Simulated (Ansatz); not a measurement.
Born–Oppenheimer molecular dynamics of a periodic cell of 24 atoms, SnO$_{2}$ (start crystal SnO2, start structure P4_2/mnm, volume 1.15 times the crystal's). It goes on from the last frame of an earlier run, with new velocities.

Theory: Ansatz, DFT PBE-D3(BJ), scalar-relativistic, plane waves, PAW. Settings: accuracy low, PAW set soft_1, cutoff 420 eV, k mesh 3x3x3, fermi-dirac smearing 0.3 eV, no spin polarisation.

- ensemble: NVT, Langevin thermostat
- time step: 1 fs
- steps asked: 130
- set temperature: 2100 K
- friction: 0.02 /fs
- seed: 601225

Frames 2 fs apart, positions in Å, forces in eV/Å.

Velocities at 30 fs (Å/ps):

```
Sn -0.11 2.53 -6.83
Sn -2.20 -3.90 -2.48
O 5.54 -4.72 11.14
O 9.94 14.21 -0.64
O -13.57 3.55 0.16
O -4.50 -14.67 -24.94
Sn 5.84 -0.63 -3.38
Sn 4.09 -3.77 2.19
O 2.58 -8.69 1.14
O -18.79 -1.91 -14.06
O -4.25 -3.78 10.09
O -1.51 -1.61 -10.90
Sn 6.59 -4.48 -3.02
Sn 1.01 -0.86 -3.45
O -3.09 -3.59 16.06
O 14.47 -18.43 -5.76
O -17.38 0.08 9.69
O 6.12 5.42 -1.22
Sn 0.83 4.96 -3.00
Sn -3.23 -2.14 -1.14
O -7.44 -12.98 20.72
O 4.78 -5.38 -14.98
O 8.36 14.02 -10.11
O 4.97 -5.69 -0.42
```

```xyz
24
Lattice="-4.9633 -4.9633 0.0000 4.9633 -4.9633 0.0000 0.0000 0.0000 6.6767" Properties=species:S:1:pos:R:3:forces:R:3 time_fs=30 energy_less_start_eV=-1.707 T=1957
Sn -0.241 -5.301 -0.068 -0.15 0.33 1.74
Sn 2.413 -2.506 1.836 -0.39 0.73 -1.52
O 0.933 -3.767 -0.403 2.50 4.42 0.30
O 0.935 -1.012 1.924 0.33 0.89 -2.09
O -1.650 -6.806 -0.247 0.06 0.04 2.12
O 3.799 -3.910 1.806 1.90 -1.85 -1.07
Sn 0.236 -5.173 3.611 2.42 -2.51 -4.14
Sn 2.072 -2.426 5.016 0.58 -1.23 -1.02
O 1.232 -3.303 3.297 -0.13 -0.66 0.97
O 1.274 -0.407 4.950 0.57 -2.42 1.34
O -1.482 -6.638 3.259 0.00 0.62 1.92
O 3.960 -4.183 5.036 -0.69 0.86 -1.46
Sn 0.054 0.245 -0.040 -0.80 -0.14 1.20
Sn -2.443 -2.394 1.384 -0.27 0.57 1.73
O -3.570 -3.091 -0.248 -0.08 -0.27 0.34
O 0.756 -5.722 1.720 0.81 -0.55 -0.62
O -1.399 -1.308 0.020 0.43 -0.85 -1.00
O -1.471 -4.102 1.120 0.64 -1.01 0.26
Sn 0.227 0.212 3.377 -2.62 1.12 -0.85
Sn -2.038 -2.679 4.782 -2.29 1.84 0.21
O -3.711 -2.941 3.165 1.47 -1.05 0.33
O 1.360 -5.796 5.204 -0.91 -1.10 -1.35
O -1.282 -1.712 3.132 -0.33 0.07 0.68
O -1.052 -4.504 4.767 -3.04 2.13 1.97
24
Lattice="-4.9633 -4.9633 0.0000 4.9633 -4.9633 0.0000 0.0000 0.0000 6.6767" Properties=species:S:1:pos:R:3:forces:R:3 time_fs=32 energy_less_start_eV=-1.886 T=2086
Sn -0.243 -5.296 -0.082 -0.05 0.04 1.92
Sn 2.408 -2.513 1.833 -0.08 0.58 -1.37
O 0.945 -3.776 -0.376 2.60 4.47 0.23
O 0.948 -0.984 1.920 0.45 0.64 -2.25
O -1.673 -6.801 -0.244 0.29 0.23 2.30
O 3.794 -3.950 1.756 1.63 -1.32 -0.81
Sn 0.249 -5.173 3.601 2.33 -2.57 -4.31
Sn 2.080 -2.432 5.021 0.44 -1.35 -1.29
O 1.233 -3.314 3.300 -0.10 -0.53 0.86
O 1.240 -0.415 4.921 1.07 -2.71 1.93
O -1.492 -6.644 3.281 -0.10 0.40 1.55
O 3.958 -4.184 5.015 -0.68 0.84 -1.04
Sn 0.068 0.236 -0.045 -1.24 -0.14 1.05
Sn -2.441 -2.395 1.378 -0.41 0.60 2.14
O -3.578 -3.098 -0.218 -0.11 -0.36 0.09
O 0.785 -5.758 1.704 0.53 -0.43 -0.50
O -1.434 -1.308 0.033 0.83 -0.57 -1.39
O -1.454 -4.094 1.124 0.70 -1.13 0.28
Sn 0.231 0.223 3.372 -3.14 0.92 -1.19
Sn -2.046 -2.683 4.781 -2.18 1.97 -0.01
O -3.727 -2.972 3.205 1.85 -0.52 0.10
O 1.369 -5.809 5.172 -0.90 -1.05 -1.11
O -1.268 -1.692 3.109 -0.63 -0.28 0.94
O -1.042 -4.521 4.769 -3.10 2.26 1.89
24
Lattice="-4.9633 -4.9633 0.0000 4.9633 -4.9633 0.0000 0.0000 0.0000 6.6767" Properties=species:S:1:pos:R:3:forces:R:3 time_fs=34 energy_less_start_eV=-2.028 T=2291
Sn -0.246 -5.290 -0.098 0.12 -0.15 2.14
Sn 2.401 -2.521 1.829 0.31 0.43 -1.25
O 0.959 -3.778 -0.341 2.63 4.39 0.14
O 0.961 -0.958 1.916 0.57 0.41 -2.38
O -1.700 -6.788 -0.230 0.43 0.32 2.39
O 3.797 -4.002 1.710 1.28 -0.65 -0.48
Sn 0.265 -5.170 3.589 2.00 -2.56 -4.33
Sn 2.087 -2.436 5.024 0.38 -1.44 -1.43
O 1.231 -3.323 3.302 -0.05 -0.42 0.78
O 1.210 -0.429 4.892 1.45 -2.94 2.47
O -1.500 -6.645 3.306 -0.25 0.10 1.09
O 3.960 -4.183 5.003 -0.72 0.88 -0.81
Sn 0.082 0.225 -0.049 -1.50 -0.13 0.98
Sn -2.441 -2.394 1.375 -0.44 0.66 2.39
O -3.584 -3.100 -0.190 -0.17 -0.51 -0.16
O 0.811 -5.795 1.687 0.26 -0.28 -0.35
O -1.465 -1.297 0.042 1.10 -0.45 -1.70
O -1.437 -4.082 1.127 0.76 -1.24 0.30
Sn 0.234 0.237 3.365 -3.66 0.59 -1.48
Sn -2.054 -2.686 4.779 -2.10 2.06 -0.12
O -3.738 -2.998 3.245 2.20 0.06 -0.10
O 1.367 -5.829 5.139 -0.83 -0.93 -0.81
O -1.259 -1.678 3.088 -0.83 -0.54 1.13
O -1.038 -4.542 4.778 -2.95 2.33 1.56
24
Lattice="-4.9633 -4.9633 0.0000 4.9633 -4.9633 0.0000 0.0000 0.0000 6.6767" Properties=species:S:1:pos:R:3:forces:R:3 time_fs=36 energy_less_start_eV=-2.176 T=2436
Sn -0.251 -5.287 -0.114 0.43 -0.16 2.34
Sn 2.395 -2.530 1.823 0.61 0.29 -1.12
O 0.978 -3.768 -0.303 2.52 4.10 0.09
O 0.979 -0.932 1.904 0.64 0.24 -2.40
O -1.725 -6.776 -0.210 0.56 0.41 2.44
O 3.802 -4.064 1.668 0.92 0.05 -0.11
Sn 0.281 -5.167 3.576 1.37 -2.43 -4.20
Sn 2.097 -2.438 5.030 0.30 -1.53 -1.59
O 1.229 -3.336 3.302 0.07 -0.24 0.70
O 1.185 -0.449 4.863 1.74 -3.12 3.00
O -1.509 -6.641 3.332 -0.38 -0.21 0.64
O 3.965 -4.179 4.995 -0.77 0.91 -0.62
Sn 0.097 0.216 -0.052 -1.65 -0.17 0.88
Sn -2.441 -2.393 1.372 -0.32 0.72 2.55
O -3.587 -3.098 -0.164 -0.26 -0.69 -0.44
O 0.829 -5.832 1.671 0.05 -0.14 -0.21
O -1.494 -1.284 0.044 1.28 -0.42 -1.94
O -1.416 -4.071 1.129 0.76 -1.27 0.34
Sn 0.237 0.253 3.358 -4.16 0.06 -1.81
Sn -2.062 -2.688 4.777 -1.98 2.15 -0.16
O -3.746 -3.024 3.288 2.60 0.77 -0.28
O 1.354 -5.845 5.107 -0.69 -0.85 -0.45
O -1.245 -1.665 3.069 -1.04 -0.76 1.28
O -1.041 -4.554 4.791 -2.57 2.28 1.05
24
Lattice="-4.9633 -4.9633 0.0000 4.9633 -4.9633 0.0000 0.0000 0.0000 6.6767" Properties=species:S:1:pos:R:3:forces:R:3 time_fs=38 energy_less_start_eV=-2.400 T=2605
Sn -0.255 -5.283 -0.131 0.80 -0.02 2.50
Sn 2.387 -2.541 1.817 0.76 0.23 -1.06
O 1.005 -3.749 -0.257 2.27 3.64 0.04
O 0.998 -0.908 1.888 0.67 0.12 -2.32
O -1.746 -6.763 -0.182 0.63 0.44 2.34
O 3.812 -4.121 1.622 0.65 0.65 0.34
Sn 0.296 -5.165 3.560 0.54 -2.26 -4.08
Sn 2.110 -2.441 5.037 0.29 -1.58 -1.61
O 1.228 -3.358 3.299 0.23 0.04 0.65
O 1.169 -0.475 4.848 1.68 -3.06 3.07
O -1.518 -6.640 3.361 -0.49 -0.47 0.23
O 3.971 -4.164 4.991 -0.77 0.89 -0.52
Sn 0.110 0.208 -0.054 -1.70 -0.25 0.73
Sn -2.441 -2.392 1.371 -0.12 0.77 2.54
O -3.594 -3.097 -0.142 -0.28 -0.77 -0.65
O 0.833 -5.865 1.653 -0.07 -0.06 -0.05
O -1.520 -1.267 0.043 1.33 -0.50 -2.08
O -1.396 -4.064 1.129 0.72 -1.22 0.38
Sn 0.236 0.268 3.349 -4.42 -0.70 -1.81
Sn -2.071 -2.692 4.774 -1.84 2.23 -0.12
O -3.744 -3.049 3.332 2.94 1.45 -0.44
O 1.331 -5.856 5.073 -0.46 -0.84 0.06
O -1.219 -1.661 3.055 -1.27 -0.92 1.38
O -1.050 -4.559 4.804 -2.10 2.17 0.50
24
Lattice="-4.9633 -4.9633 0.0000 4.9633 -4.9633 0.0000 0.0000 0.0000 6.6767" Properties=species:S:1:pos:R:3:forces:R:3 time_fs=40 energy_less_start_eV=-2.651 T=2685
Sn -0.257 -5.280 -0.145 1.14 0.17 2.56
Sn 2.378 -2.553 1.812 0.76 0.21 -1.11
O 1.043 -3.724 -0.211 1.90 3.06 -0.03
O 1.016 -0.890 1.866 0.64 0.10 -2.09
O -1.765 -6.748 -0.152 0.72 0.47 2.16
O 3.820 -4.175 1.575 0.43 1.16 0.87
Sn 0.310 -5.164 3.542 -0.37 -2.14 -3.94
Sn 2.125 -2.447 5.042 0.34 -1.58 -1.49
O 1.226 -3.385 3.301 0.49 0.45 0.52
O 1.160 -0.498 4.845 1.43 -2.86 2.82
O -1.526 -6.642 3.386 -0.54 -0.63 -0.08
O 3.970 -4.146 4.992 -0.71 0.83 -0.53
Sn 0.123 0.201 -0.059 -1.69 -0.37 0.59
Sn -2.442 -2.391 1.371 0.21 0.77 2.41
O -3.596 -3.105 -0.122 -0.26 -0.76 -0.82
O 0.839 -5.894 1.634 -0.16 0.01 0.11
O -1.545 -1.248 0.039 1.30 -0.69 -2.15
O -1.381 -4.065 1.125 0.64 -1.03 0.49
Sn 0.231 0.284 3.341 -4.51 -1.61 -1.68
Sn -2.078 -2.697 4.768 -1.68 2.35 0.03
O -3.730 -3.076 3.378 3.20 2.04 -0.63
O 1.308 -5.872 5.037 -0.26 -0.81 0.64
O -1.184 -1.655 3.057 -1.52 -1.05 1.35
O -1.062 -4.545 4.815 -1.52 1.90 0.00
24
Lattice="-4.9633 -4.9633 0.0000 4.9633 -4.9633 0.0000 0.0000 0.0000 6.6767" Properties=species:S:1:pos:R:3:forces:R:3 time_fs=42 energy_less_start_eV=-2.907 T=2517
Sn -0.262 -5.275 -0.158 1.42 0.37 2.55
Sn 2.368 -2.566 1.809 0.75 0.25 -1.33
O 1.093 -3.692 -0.162 1.41 2.41 -0.14
O 1.036 -0.873 1.841 0.54 0.11 -1.77
O -1.784 -6.736 -0.116 0.83 0.52 1.79
O 3.833 -4.220 1.531 0.22 1.58 1.41
Sn 0.322 -5.162 3.527 -1.18 -2.13 -3.86
Sn 2.140 -2.452 5.045 0.51 -1.52 -1.21
O 1.230 -3.412 3.298 0.69 0.84 0.50
O 1.161 -0.525 4.848 1.02 -2.49 2.41
O -1.534 -6.639 3.398 -0.53 -0.75 -0.24
O 3.958 -4.127 4.992 -0.51 0.74 -0.57
Sn 0.136 0.193 -0.065 -1.63 -0.53 0.47
Sn -2.445 -2.387 1.372 0.60 0.73 2.19
O -3.594 -3.123 -0.102 -0.21 -0.65 -0.98
O 0.846 -5.918 1.621 -0.22 0.08 0.23
O -1.560 -1.226 0.034 1.16 -1.00 -2.12
O -1.365 -4.072 1.117 0.52 -0.71 0.62
Sn 0.225 0.300 3.336 -4.47 -2.42 -1.55
Sn -2.083 -2.702 4.761 -1.53 2.54 0.22
O -3.710 -3.099 3.419 3.29 2.40 -0.80
O 1.282 -5.894 5.010 -0.16 -0.71 1.15
O -1.156 -1.651 3.068 -1.69 -1.13 1.26
O -1.085 -4.524 4.815 -0.83 1.48 -0.24
24
Lattice="-4.9633 -4.9633 0.0000 4.9633 -4.9633 0.0000 0.0000 0.0000 6.6767" Properties=species:S:1:pos:R:3:forces:R:3 time_fs=44 energy_less_start_eV=-3.082 T=2563
Sn -0.267 -5.268 -0.169 1.54 0.39 2.46
Sn 2.356 -2.578 1.806 0.71 0.34 -1.54
O 1.142 -3.659 -0.113 0.94 1.83 -0.29
O 1.053 -0.854 1.808 0.41 0.10 -1.37
O -1.811 -6.731 -0.071 1.07 0.65 1.30
O 3.848 -4.258 1.489 0.01 1.94 1.95
Sn 0.333 -5.158 3.512 -1.75 -2.29 -3.75
Sn 2.154 -2.457 5.046 0.72 -1.43 -0.83
O 1.233 -3.434 3.301 0.88 1.23 0.46
O 1.172 -0.548 4.861 0.51 -2.03 1.89
O -1.550 -6.630 3.412 -0.49 -0.89 -0.41
O 3.938 -4.115 4.987 -0.23 0.65 -0.59
Sn 0.148 0.184 -0.071 -1.52 -0.67 0.31
Sn -2.446 -2.383 1.371 1.02 0.71 2.03
O -3.586 -3.143 -0.080 -0.22 -0.59 -1.19
O 0.858 -5.939 1.608 -0.31 0.17 0.37
O -1.575 -1.205 0.021 1.02 -1.35 -2.04
O -1.347 -4.088 1.110 0.36 -0.32 0.79
Sn 0.220 0.314 3.330 -4.23 -2.96 -1.37
Sn -2.089 -2.705 4.757 -1.32 2.83 0.45
O -3.678 -3.116 3.454 3.05 2.35 -1.01
O 1.259 -5.921 4.990 -0.23 -0.52 1.47
O -1.139 -1.643 3.087 -1.75 -1.17 1.12
O -1.111 -4.502 4.804 -0.18 1.00 -0.21
24
Lattice="-4.9633 -4.9633 0.0000 4.9633 -4.9633 0.0000 0.0000 0.0000 6.6767" Properties=species:S:1:pos:R:3:forces:R:3 time_fs=46 energy_less_start_eV=-3.105 T=2587
Sn -0.272 -5.262 -0.179 1.62 0.31 2.30
Sn 2.347 -2.589 1.805 0.63 0.43 -1.79
O 1.190 -3.617 -0.064 0.49 1.26 -0.46
O 1.078 -0.839 1.775 0.21 0.14 -0.93
O -1.837 -6.728 -0.030 1.36 0.82 0.80
O 3.863 -4.296 1.447 -0.22 2.23 2.53
Sn 0.340 -5.155 3.496 -2.33 -2.55 -3.72
Sn 2.168 -2.462 5.044 0.89 -1.34 -0.40
O 1.236 -3.462 3.298 1.15 1.77 0.44
O 1.180 -0.566 4.867 0.13 -1.67 1.53
O -1.572 -6.622 3.424 -0.40 -0.98 -0.56
O 3.920 -4.099 4.985 0.03 0.56 -0.65
Sn 0.161 0.173 -0.077 -1.35 -0.78 0.12
Sn -2.446 -2.376 1.369 1.45 0.63 1.93
O -3.577 -3.162 -0.053 -0.27 -0.57 -1.42
O 0.873 -5.961 1.595 -0.44 0.30 0.51
O -1.591 -1.190 -0.001 0.91 -1.66 -1.96
O -1.323 -4.108 1.105 0.15 0.13 1.01
Sn 0.213 0.326 3.325 -3.81 -3.06 -1.32
Sn -2.095 -2.705 4.753 -0.99 3.12 0.81
O -3.639 -3.124 3.490 2.38 1.89 -1.38
O 1.226 -5.946 4.973 -0.23 -0.37 1.84
O -1.135 -1.635 3.111 -1.71 -1.13 0.92
O -1.132 -4.478 4.793 0.37 0.55 -0.16
```

Of the whole run (130 fs, mean temperature of the second half 2063 K): A run of 0.13 ps of so small a system gives no equilibrium averages. Limits of this set-up: coarse k mesh, low accuracy level.

Run time: 31 min on 4 threads of AMD EPYC 7R43 64-Core Processor (Zen 3), with other jobs on the host, peak memory 1.7 GiB.
